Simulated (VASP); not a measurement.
# ZrSe2 (P-3m1) in VASP: settings compared

One crystal, ZrSe2, is run at these levels: PBE, PBE+D3(BJ), rev-vdW-DF2; tasks: relaxation of cell and atoms.

Everything below comes from runs of VASP 6.6.1. Logs are shortened: lines on timing, memory, paths and dates and some standing lists are left out, and cuts for length are marked.

## 1. The crystal as given

It takes space group P-3m1 (No. 164, trigonal). Conventional cell: a = 3.798 Å, b = 3.798 Å, c = 6.192 Å, α = 90.00°, β = 90.00°, γ = 120.00°. Zr (site symmetry -3m) is surrounded by 6 Se at 2.68 Å. Around Se (site symmetry 3m) lie 3 Zr at 2.68 Å.

## 2. Relaxation of cell and atoms, PBE

INCAR

```
ALGO = Normal
EDIFF = 1E-6
EDIFFG = -0.01
ENCUT = 600
GGA = PE
IBRION = 2
ISIF = 3
ISMEAR = 0
LASPH = T
LCHARG = F
LREAL = F
LWAVE = F
NELM = 80
NSW = 90
PREC = Accurate
SIGMA = 0.03
```

KPOINTS

```
k-points
0
Gamma
  9 9 5
```

POSCAR

```
ZrSe2
1.0
    3.7980000000      0.0000000000      0.0000000000
   -1.8990000000      3.2891644836      0.0000000000
    0.0000000000      0.0000000000      6.1920000000
Zr Se
1 2
Direct
    0.0000000000      0.0000000000      0.0000000000
    0.3333333333      0.6666666667      0.2500000000
    0.6666666667      0.3333333333      0.7500000000
```

Potentials or basis: VASP PAW PBE potentials, release 64 (Zr_sv, Se).

Launch:

```console
$ cat potpaw_PBE.64/Zr_sv/POTCAR potpaw_PBE.64/Se/POTCAR > POTCAR
$ mpirun -np 1 vasp_std > vasp.out
```

OUTCAR:

```text
EDIFF = 1E-6
   EDIFFG = -0.01
   ENCUT = 600
   GGA = PE
   IBRION = 2
   ISIF = 3
   ISMEAR = 0
   LASPH = T
   LREAL = F
   NELM = 80
   NSW = 90
   PREC = Accurate

 ion  position               nearest neighbor table
   1  0.000  0.000  0.000-   2 2.68   3 2.68   3 2.68   2 2.68   3 2.68   2 2.68
   2  0.333  0.667  0.250-   1 2.68   1 2.68   1 2.68
   3  0.667  0.333  0.750-   1 2.68   1 2.68   1 2.68

  LATTYP: Found a hexagonal cell.
 ALAT       =     3.7980000000
 C/A-ratio  =     1.6303317536

  Lattice vectors:

 A1 = (   3.7980000000,   0.0000000000,   0.0000000000)
 A2 = (  -1.8990000000,   3.2891644836,   0.0000000000)
 A3 = (   0.0000000000,   0.0000000000,   6.1920000000)

Analysis of symmetry for initial positions (statically):
=====================================================================
 Subroutine PRICEL returns:
 Original cell was already a primitive cell.

 Routine SETGRP: Setting up the symmetry group for a
 hexagonal supercell.

 Subroutine GETGRP returns: Found 12 space group operations
 (whereof 12 operations were pure point group operations)
 out of a pool of 24 trial point group operations.

The static configuration has the point symmetry D_3d.

Analysis of symmetry for dynamics (positions and initial velocities):
=====================================================================
 Subroutine PRICEL returns:
 Original cell was already a primitive cell.

 Routine SETGRP: Setting up the symmetry group for a
 hexagonal supercell.

 Subroutine GETGRP returns: Found 12 space group operations
 (whereof 12 operations were pure point group operations)
 out of a pool of 24 trial point group operations.

The dynamic configuration has the point symmetry D_3d.

 Subroutine INISYM returns: Found 12 space group operations
 (whereof 12 operations are pure point group operations),
 and found     1 'primitive' translations

----------------------------------------------------------------------------------------

                                     Primitive cell

  volume of cell :      77.3520

  direct lattice vectors                    reciprocal lattice vectors
     3.798000000  0.000000000  0.000000000     0.263296472  0.152014289  0.000000000
    -1.899000000  3.289164484  0.000000000     0.000000000  0.304028578  0.000000000
     0.000000000  0.000000000  6.192000000     0.000000000  0.000000000  0.161498708

  length of vectors
     3.798000000  3.798000000  6.192000000     0.304028578  0.304028578  0.161498708

  position of ions in fractional coordinates (direct lattice)
     0.000000000  0.000000000  0.000000000
     0.333333333  0.666666667  0.250000000
     0.666666667  0.333333333  0.750000000

  ion indices of the primitive-cell ions
   primitive index   ion index
                 1           1
                 2           2
                 3           3

----------------------------------------------------------------------------------------

 KPOINTS: k-points

Automatic generation of k-mesh.
 Grid dimensions read from file:
 generate k-points for:    9    9    5

 Generating k-lattice:

  Cartesian coordinates                     Fractional coordinates (reciprocal lattice)
     0.029255164  0.016890477  0.000000000     0.111111111  0.000000000  0.000000000
     0.000000000  0.033780953  0.000000000     0.000000000  0.111111111  0.000000000
     0.000000000  0.000000000  0.032299742     0.000000000  0.000000000  0.200000000

  Length of vectors
     0.033780953  0.033780953  0.032299742

  Shift w.r.t. Gamma in fractional coordinates (k-lattice)
     0.000000000  0.000000000  0.000000000

 Subroutine IBZKPT returns following result:
 ===========================================

 Found     50 irreducible k-points:

 Following reciprocal coordinates:
            Coordinates               Weight
  0.000000  0.000000  0.000000      1.000000
  0.111111  0.000000  0.000000      6.000000
  0.222222  0.000000  0.000000      6.000000
  0.333333 -0.000000  0.000000      6.000000
  0.444444  0.000000  0.000000      6.000000
  0.111111  0.111111  0.000000      6.000000
[... 16 lines left out ...]
  0.222222  0.111111  0.200000     12.000000
 -0.111111  0.333333  0.200000     12.000000
 [... further k-points ...]
   k-points           NKPTS =     50   k-points in BZ     NKDIM =     50   number of bands    NBANDS=     16
   number of dos      NEDOS =    301   number of ions     NIONS =      3
   total plane-waves  NPLWV =  45000
   dimension x,y,z NGX =    30 NGY =   30 NGZ =   50
   dimension x,y,z NGXF=    60 NGYF=   60 NGZF=  100
   ions per type =               1   2
   NGX,Y,Z   is equivalent  to a cutoff of  13.13, 13.13, 13.42 a.u.
   NGXF,Y,Z  is equivalent  to a cutoff of  26.26, 26.26, 26.85 a.u.
 SYSTEM =  unknown system
   PREC   = accura    normal or accurate (medium, high low for compatibility)
   ISTART =      0    job   : 0-new  1-cont  2-samecut
   ICHARG =      2    charge: 1-file 2-atom 10-const
   ISPIN  =      1    spin polarized calculation?
   LNONCOLLINEAR =      F non collinear calculations
   LSORBIT =      F    spin-orbit coupling
   LASPH  =      T    aspherical Exc in radial PAW
   ENCUT  =  600.0 eV  44.10 Ry    6.64 a.u.   7.59  7.59 12.37*2*pi/ulx,y,z
   NELM   =     80;   NELMIN=  2; NELMDL= -5     # of ELM steps
   EDIFF  = 0.1E-05   stopping-criterion for ELM
   LREAL  =      F    real-space projection
   EDIFFG = -.1E-01   stopping-criterion for IOM
   NSW    =     90    number of steps for IOM
   IBRION =      2    ionic relax: 0-MD 1-quasi-New 2-CG
   NFREE  =      1    steps in history (QN), initial steepest desc. (CG)
   ISIF   =      3    stress and relaxation
   ISYM   =      2    0-nonsym 1-usesym 2-fastsym
   POTIM  = 0.5000    time-step for ionic-motion
   TEBEG  =    0.0;   TEEND  =   0.0 temperature during run
   PSTRESS=    0.0 pullay stress
   NELECT =      24.0000    total number of electrons
   NUPDOWN=      -1.0000    fix difference up-down
   EMIN   =  10.00;   EMAX   =-10.00  energy-range for DOS
   EFERMI =   0.00;   METHOD = LEGACY
   ISMEAR =     0;   SIGMA  =   0.03  broadening in eV -4-tet -1-fermi 0-gaus
   EFERMI_NEDOS =   21; number of points for ismear=-14 and -15
   IALGO  =     38    algorithm
   IMIX   =      4    mixing-type and parameters
     AMIX     =   0.40;   BMIX     =  1.00
     AMIX_MAG =   1.60;   BMIX_MAG =  1.00
  volume/ion in A,a.u.               =      25.78       174.00
  Fermi-wavevector in a.u.,A,eV,Ry     =   1.108293  2.094371 16.712230  1.228314
  Thomas-Fermi vector in A             =   2.244819
   LORBIT       =      0    0 simple, 1 ext, 2 COOP (PROOUT), +10 PAW based schemes
   GGA     = PE    functional components
   LHFCALC =     F    Hartree Fock is set to
   AEXX    =    0.0000 exact exchange contribution
   IVDW    =     0    specifies the selected vdW correction
   LEPSILON=     F    determine dielectric tensor
   LRPA    =     F    only Hartree local field effects (RPA)
 conjugate gradient relaxation of ions
 non-spin polarized calculation
 Gauss-broadening in eV      SIGMA  =   0.03
  energy-cutoff  :      600.00
  volume of cell :       77.35
 maximum number of plane-waves:      2605
   NGX = 15   NGY = 15   NGZ = 25

--------------------------------------- Ionic step        1  -------------------------------------------

 number of electron      24.0000000 magnetization

 Free energy of the ion-electron system (eV)
  ---------------------------------------------------
  ext. energy  EPLUGINS =         0.00000000
  ---------------------------------------------------
  free energy    TOTEN  =       -19.56682681 eV

  energy without entropy =      -19.56682681  energy(sigma->0) =      -19.56682681

------------------------ aborting loop because EDIFF is reached ----------------------------------------

  FORCE on cell =-STRESS in cart. coord.  units (eV):
  Direction    XX          YY          ZZ          XY          YZ          ZX
  --------------------------------------------------------------------------------------
  -------------------------------------------------------------------------------------
  Total        0.6925625      0.6925625      1.5408580     -0.0000000      0.0000000     -0.0000000
  in kB       14.3449183     14.3449183     31.9155036     -0.0000000      0.0000000     -0.0000000
  external PRESSURE =      20.2017800 kB  Pullay stress =       0.0000000 kB
[... 92 lines left out ...]
  FREE ENERGIE OF THE ION-ELECTRON SYSTEM (eV)
  ---------------------------------------------------
  free  energy   TOTEN  =       -19.5826653685 eV

  energy  without entropy=      -19.5826653685  energy(sigma->0) =      -19.58266537

 E-fermi :   4.1144     XC(G=0):  -9.3212

 val. band max:        3.9883630480   @ k =   0.0000   0.0000   0.0000
 cond. band min:       4.3199027285   @ k =   0.0000   0.4444   0.4000
 fundamental gap:      0.3315396805
 Fermi energy:         4.1144471362

 k-point     1 :       0.0000    0.0000    0.0000
  band No.  band energies     occupation
      1     -45.5190      2.00000
      2     -23.5519      2.00000
      3     -23.4477      2.00000
      4     -23.4477      2.00000
      5      -9.1103      2.00000
      6      -7.9928      2.00000
[... 433 lines left out ...]
      3     -23.5248      2.00000
      4     -23.4792      2.00000
      5      -8.4617      2.00000
      6      -8.0267      2.00000
[... 8 lines left out ...]
     15       6.7281      0.00000
     16       7.6015      0.00000

 [... further k-points ...]

[... ionic steps 4 to 21 ...]

--------------------------------------- Ionic step       22  -------------------------------------------

 number of electron      24.0000001 magnetization

------------------------ aborting loop because EDIFF is reached ----------------------------------------
[... 69 lines left out ...]
--------------------------------------- Ionic step       24  -------------------------------------------

 number of electron      24.0000001 magnetization

 Free energy of the ion-electron system (eV)
  ---------------------------------------------------
  ext. energy  EPLUGINS =         0.00000000
  ---------------------------------------------------
  free energy    TOTEN  =       -19.60063740 eV

  energy without entropy =      -19.60063740  energy(sigma->0) =      -19.60063740

 E-fermi :   3.5220     XC(G=0):  -8.8925

 val. band max:        3.3036171994   @ k =   0.0000   0.0000   0.0000
 cond. band min:       3.7248214280   @ k =   0.0000   0.4444   0.4000
 fundamental gap:      0.4212042286
 Fermi energy:         3.5220456131

 k-point     1 :       0.0000    0.0000    0.0000
  band No.  band energies     occupation
      1     -46.1810      2.00000
      2     -24.2126      2.00000
      3     -24.1096      2.00000
      4     -24.1096      2.00000
      5      -9.6689      2.00000
      6      -8.6873      2.00000
[... 433 lines left out ...]
      3     -24.1860      2.00000
      4     -24.1404      2.00000
      5      -9.0479      2.00000
      6      -8.6888      2.00000
[... 8 lines left out ...]
     15       6.0468      0.00000
     16       6.9634      0.00000

 [... further k-points ...]

------------------------ aborting loop because EDIFF is reached ----------------------------------------

  FORCE on cell =-STRESS in cart. coord.  units (eV):
  Direction    XX          YY          ZZ          XY          YZ          ZX
  --------------------------------------------------------------------------------------
  -------------------------------------------------------------------------------------
  Total        0.0217848      0.0217848      0.0058966     -0.0000000      0.0000000     -0.0000000
  in kB        0.4101476      0.4101476      0.1110175     -0.0000000      0.0000000     -0.0000000
  external PRESSURE =       0.3104375 kB  Pullay stress =       0.0000000 kB
[... 18 lines left out ...]
  FREE ENERGIE OF THE ION-ELECTRON SYSTEM (eV)
  ---------------------------------------------------
  free  energy   TOTEN  =       -19.6006373952 eV

  energy  without entropy=      -19.6006373952  energy(sigma->0) =      -19.60063740

 reached required accuracy - stopping structural energy minimisation
```

Run time: 7.9 min. Hardware: 1 thread of Intel Xeon Platinum 8559C (Emerald Rapids), shared host; peak memory 0.26 GiB.

Results:

```yaml
Free_energy: -19.6006 eV
Relaxed_volume: 28.37 Å³/atom
Relaxed_cell: a = 3.798 Å, b = 3.798 Å, c = 6.810 Å, α = 90.00°, β = 90.00°, γ = 120.00°
Space_group_after_relaxing_to_0.05_Å: P-3m1 (No. 164)
Energy_gained_by_relaxing: 11.3 meV/atom
Ionic_steps: 24
Pressure_after_relaxing: 0.0 GPa
Largest_force_after_relaxing: 0.006 eV/Å
Band_gap_on_the_k_mesh: 0.42 eV, indirect (least direct gap 1.11 eV)
```

Forces on the atoms (eV/Å):
```
Zr   0.000  0.000  0.000
Se   0.000  0.000 -0.006
Se   0.000  0.000  0.006
```

Step by step:
```tsv
step	energy change (eV)	largest force (eV/Å)	pressure (GPa)	volume (Å³)
1	0.0000	0.3017	2.02	77.35
2	-0.0024	0.3720	-2.03	81.04
3	-0.0158	0.0576	-0.18	79.24
4	-0.0195	0.0812	-0.06	79.21
5	-0.0213	0.1141	0.12	79.16
6	-0.0229	0.0911	0.18	79.40
7	-0.0265	0.0226	0.36	80.14
8	-0.0291	0.1161	0.77	81.63
9	-0.0297	0.1063	0.70	81.83
10	-0.0311	0.0767	0.44	82.43
11	-0.0324	0.0192	-0.03	83.64
12	-0.0325	0.0056	-0.12	83.93
13	-0.0324	0.0004	-0.17	84.04
14	-0.0324	0.0034	-0.18	83.98
15	-0.0326	0.0020	-0.15	84.07
16	-0.0331	0.0038	-0.12	84.32
17	-0.0337	0.0140	-0.06	84.82
18	-0.0333	0.0317	0.07	85.80
19	-0.0338	0.0177	-0.01	85.15
20	-0.0338	0.0174	-0.02	85.12
21	-0.0338	0.0138	-0.04	84.97
22	-0.0338	0.0163	-0.02	85.07
23	-0.0338	0.0170	-0.02	85.10
24	-0.0338	0.0059	0.03	85.10
```

Final structure:
```
Zr Se
1.0
     3.79847    0.00000    0.00000
    -1.89924    3.28957    0.00000
     0.00000    0.00000    6.81045
Zr Se
1 2
Cartesian
  0.0000 0.0000 0.0000
  0.0000 2.1930 1.5850
  1.8992 1.0965 5.2254
```

Caveat: an odd mesh through Γ misses points on the zone boundary, where band edges often lie; this functional lacks dispersion, which binds the layers, so the pressure and a relaxed spacing across them are unreliable; the volume moved by +10 % from the deposited cell, more than functionals usually miss. PBE usually gives volumes a little too large and moduli too small.

## 3. Relaxation of cell and atoms, PBE

This run uses another cell than the first one, of 28.37 Å³/atom, 1.100 times its volume.

Changes to INCAR since step 2:

```diff
@@ -1,4 +1,4 @@
 ALGO = Normal
-EDIFF = 1E-6
-EDIFFG = -0.01
+EDIFF = 1E-7
+EDIFFG = -0.005
 ENCUT = 600
```

KPOINTS is that of step 2.

POSCAR

```
ZrSe2                                   
1.0
    3.7984708074     -0.0000000000      0.0000000000
   -1.8992354037      3.2895722148      0.0000000000
    0.0000000000      0.0000000000      6.8104499915
  Zr              Se            
     1     2
Direct
     0.0000000000000000    0.0000000000000000    0.0000000000000000
     0.3333333332999970    0.6666666667000030    0.2327374150572057
     0.6666666667000030    0.3333333332999970    0.7672625849427943
```

Potentials or basis: VASP PAW PBE potentials, release 64 (Zr_sv, Se).

Launch:

```console
$ cat potpaw_PBE.64/Zr_sv/POTCAR potpaw_PBE.64/Se/POTCAR > POTCAR
$ mpirun -np 1 vasp_std > vasp.out
```

It took 90 s on 1 thread of Intel Xeon Platinum 8559C (Emerald Rapids), shared host; peak memory 0.26 GiB.

Results (log left out):

| Quantity | Value |
| --- | --- |
| Free energy | -19.6018 eV |
| Relaxed volume | 28.39 Å³/atom |
| Relaxed cell | a = 3.801 Å, b = 3.801 Å, c = 6.809 Å, α = 90.00°, β = 90.00°, γ = 120.00° |
| Space group after relaxing (to 0.05 Å) | P-3m1 (No. 164) |
| Energy gained by relaxing | 0.0 meV/atom |
| Ionic steps | 4 |
| Pressure after relaxing | 0.0 GPa |
| Band gap on the k mesh | 0.43 eV, indirect (least direct gap 1.11 eV) |

Forces in eV/Å, atoms in the order of the input:
```
Zr   0.000  0.000  0.000
Se   0.000  0.000 -0.003
Se   0.000  0.000  0.003
```

Final structure:
```
Zr Se
1.0
     3.80051    0.00000    0.00000
    -1.90026    3.29134    0.00000
     0.00000    0.00000    6.80932
Zr Se
1 2
Direct
  0.00000 0.00000 0.00000
  0.33333 0.66667 0.23260
  0.66667 0.33333 0.76740
```

Levels at points of the mesh, in eV from the valence-band top:
| k point | band 9 | band 10 | band 11 | band 12 | band 13 | band 14 | band 15 | band 16 |
| --- | --- | --- | --- | --- | --- | --- | --- | --- |
| (0.00, 0.00, 0.00) | -2.51 | -0.46 | 0.00 | 0.00 | 1.11 | 1.11 | 1.53 | 4.38 |

Caveat: an odd mesh through Γ misses points on the zone boundary, where band edges often lie; this functional lacks dispersion, which binds the layers, so the pressure and a relaxed spacing across them are unreliable.

## 4. Relaxation of cell and atoms, PBE+D3(BJ)

INCAR

```
SYSTEM = ZrSe2
  PREC = Accurate
  ENCUT = 600
  EDIFF = 1E-6
  ISMEAR = 0
  SIGMA = 0.03
  LREAL = .False.
  LASPH = .True.
  NELM = 80
  ALGO = Normal
  ISIF = 3
  LWAVE = .False.
  LCHARG = .False.
  GGA = PE
  IVDW = 12
  IBRION = 2
  NSW = 90
  EDIFFG = -0.01
  KPAR = 2
```

KPOINTS

```
Automatic mesh
0
Gamma
  9 9 5
  0 0 0
```

POSCAR

```
ZrSe2
1.0
    3.7980000000      0.0000000000      0.0000000000
   -1.8990000000      3.2891644836      0.0000000000
    0.0000000000      0.0000000000      6.1920000000
Zr Se
1 2
Direct
    0.0000000000      0.0000000000      0.0000000000
    0.3333333333      0.6666666667      0.2500000000
    0.6666666667      0.3333333333      0.7500000000
```

Launch:

```console
$ cat potpaw_PBE.64/Zr_sv/POTCAR potpaw_PBE.64/Se/POTCAR > POTCAR
$ mpirun -np 2 vasp_std > vasp.out
```

Wall time 3.8 min (2 MPI ranks of Intel Xeon Platinum 8488C (Sapphire Rapids), shared host); peak memory 0.26 GiB.

Results (log left out):

| Item | Value |
| --- | --- |
| Free energy | -20.7431 eV |
| Relaxed volume | 24.35 Å³/atom |
| Relaxed cell | a = 3.740 Å, b = 3.740 Å, c = 6.028 Å, α = 90.00°, β = 90.00°, γ = 120.00° |
| Space group after relaxing (to 0.05 Å) | P-3m1 (No. 164) |
| Energy gained by relaxing | 11.2 meV/atom |
| Ionic steps | 15 |
| Pressure after relaxing | 0.0 GPa |
| Band gap on the k mesh | 0.05 eV, indirect (least direct gap 0.93 eV) |
| Dispersion energy per atom | -0.405 eV |

Stress tensor (GPa, compression positive):
```
-0.05  0.00  0.00
 0.00 -0.05  0.00
 0.00  0.00  0.04
```

Step by step:
| step | energy change (eV) | largest force (eV/Å) | pressure (GPa) | volume (Å³) |
| --- | --- | --- | --- | --- |
| 1 | 0.0000 | 0.3158 | -0.45 | 77.35 |
| 2 | -0.0147 | 0.2208 | -0.25 | 76.54 |
| 3 | -0.0201 | 0.1203 | -0.05 | 75.74 |
| 4 | -0.0234 | 0.0781 | -0.26 | 75.51 |
| 5 | -0.0293 | 0.0461 | -0.82 | 74.83 |
| 6 | -0.0299 | 0.1058 | -1.05 | 74.51 |
| 7 | -0.0311 | 0.0914 | -0.91 | 74.25 |
| 8 | -0.0332 | 0.0493 | -0.45 | 73.48 |
| 9 | -0.0312 | 0.0363 | 0.54 | 71.94 |
| 10 | -0.0335 | 0.0243 | -0.19 | 73.08 |
| 11 | -0.0335 | 0.0227 | -0.19 | 73.05 |
| 12 | -0.0334 | 0.0115 | -0.05 | 72.85 |
| 13 | -0.0335 | 0.0212 | -0.15 | 73.02 |
| 14 | -0.0335 | 0.0160 | -0.12 | 73.02 |
| 15 | -0.0337 | 0.0013 | -0.02 | 73.04 |

Final structure:
```cif
data_structure
_symmetry_space_group_name_H-M 'P 1'
_symmetry_Int_Tables_number 1
_cell_length_a 3.7404
_cell_length_b 3.7404
_cell_length_c 6.0281
_cell_angle_alpha 90.000
_cell_angle_beta 90.000
_cell_angle_gamma 120.000
_cell_volume 73.04
loop_
_atom_site_label
_atom_site_type_symbol
_atom_site_fract_x
_atom_site_fract_y
_atom_site_fract_z
_atom_site_occupancy
Zr1 Zr 0.00000 0.00000 0.00000 1
Se1 Se 0.33333 0.66667 0.26500 1
Se2 Se 0.66667 0.33333 0.73500 1
```

Levels at points of the mesh, in eV from the valence-band top:
```tsv
k point	band 9	band 10	band 11	band 12	band 13	band 14	band 15	band 16
(0.00, 0.00, 0.00)	-2.77	-0.12	-0.12	0.00	0.93	0.93	1.22	3.94
```

Caveat: an odd mesh through Γ misses points on the zone boundary, where band edges often lie.

(Part 1 of 2 ends here.)
